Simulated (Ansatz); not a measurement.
# Al3Cu2: further runs on the relaxed cell

An exercise on one series of results from a longer session: the logs are not shown, and one member is left open.

Computed with Ansatz 0.2.0 (DFT PBEsol, scalar-relativistic, plane waves, PAW, unless a step's input says otherwise).

1 further run of the same task is left out (set aside as unsound or not needed).

### The system as given

It takes space group P-3m1 (No. 164, trigonal). Conventional cell: a = 4.099 Å, b = 4.099 Å, c = 4.982 Å, α = 90.00°, β = 90.00°, γ = 120.00°. Al (site symmetry -3m) is surrounded by 6 Cu at 2.49 Å. Al (site symmetry 3m) has 5 Cu at 2.45 to 2.56 Å and 3 Al at 2.79 Å as nearest neighbours. Cu (site symmetry 3m) has 8 Al at 2.45 to 2.56 Å as nearest neighbours.

As a file:

```cif
data_structure
_symmetry_space_group_name_H-M 'P-3m1'
_symmetry_Int_Tables_number 164
_cell_length_a 4.0986
_cell_length_b 4.0986
_cell_length_c 4.9821
_cell_angle_alpha 90.000
_cell_angle_beta 90.000
_cell_angle_gamma 120.000
_cell_volume 72.48
loop_
_atom_site_label
_atom_site_type_symbol
_atom_site_symmetry_multiplicity
_atom_site_Wyckoff_symbol
_atom_site_fract_x
_atom_site_fract_y
_atom_site_fract_z
_atom_site_occupancy
Al1 Al 1 a 0.00000 0.00000 0.00000 1
Al2 Al 2 d 0.33333 0.66667 0.35151 1
Cu1 Cu 2 d 0.33333 0.66667 0.84229 1
```

It goes back to an entry of the Materials Project, which need not be the stable form.

This cell was relaxed beforehand with the same method: volume 14.50 Å³/atom, gap on the mesh none (metal).

Set-up of the first run:

Contents of input.yaml:

```yaml
crystal:
  lattice:
    - [4.0571829162, 0.0, 0.0]
    - [-2.0285914581, 3.5136234732, 0.0]
    - [0.0, 0.0, 4.9317731506]
  atoms:
    - { symbol: Al, position: [0.0, 0.0, 0.0] }
    - { symbol: Al, position: [0.3333333333, 0.6666666667, 0.3515059809] }
    - { symbol: Al, position: [0.6666666667, 0.3333333333, 0.6484940191] }
    - { symbol: Cu, position: [0.3333333333, 0.6666666667, 0.8422899817] }
    - { symbol: Cu, position: [0.6666666667, 0.3333333333, 0.1577100183] }
basis:
  ecutwfc: 420
kpoints:
  mp_grid: { grid: [12, 12, 8] }
hamiltonian:
  xc: pbesol
scf:
  occupations: { method: gaussian, width: 0.1 }
output:
  forces: true
  stress: true
  eigenvalues: true
relax:
  adjacent_minimum: "off"
  f_tol: 0.01
  max_steps: 30
  cell: { stress_tol: 0.1, fix: [volume] }
```

On the command line:

```bash
$ ansatz run input.yaml --threads 1 --pin off --max-ram 2560MiB --backend cpu --events-out ev --progress --plain --runs-dir out
```

Among the steps run: Volume × 0.97; Point at V/V0 = 1.03; The cell scaled to 0.94 of its volume; The cell scaled to 1.06 of its volume; Point at V/V0 = 0.91; Point at V/V0 = 1.10; Point at V/V0 = 0.88.

One of the session's tables, all rows but one given; the rest of the session is left out.

It belongs to the step «Equation of state». 

| volume (Å³/atom) | energy above the lowest point (meV/atom) | pressure (GPa) |
| --- | --- | --- |
| 12.756 | 93.4 | 19.41 |
| 13.191 | 49.3 | 13.28 |
| 13.626 | ? | ? |
| 14.061 | 4.8 | 3.68 |
| 14.496 | 0.0 | -0.03 |
| 14.931 | 4.5 | -3.13 |
| 15.366 | 16.7 | -5.71 |
| 15.945 | 42.7 | -8.52 |

Estimate the missing values for volume (Å³/atom) = 13.626.

Worked estimate for «energy above the lowest point (meV/atom)». A straight line through the neighbours (13.191, 49.3) and (14.061, 4.8) gives 49.3 + (4.8 − 49.3) × (13.626 − 13.191) / (14.061 − 13.191) = 27.1; a parabola fitted to 4 rows on both sides gives 20.5.

**Answer.** energy above the lowest point (meV/atom): 20.5; pressure (GPa): 8.08. In «energy above the lowest point (meV/atom)» the line misses by +6.6 and the parabola by 0.0.
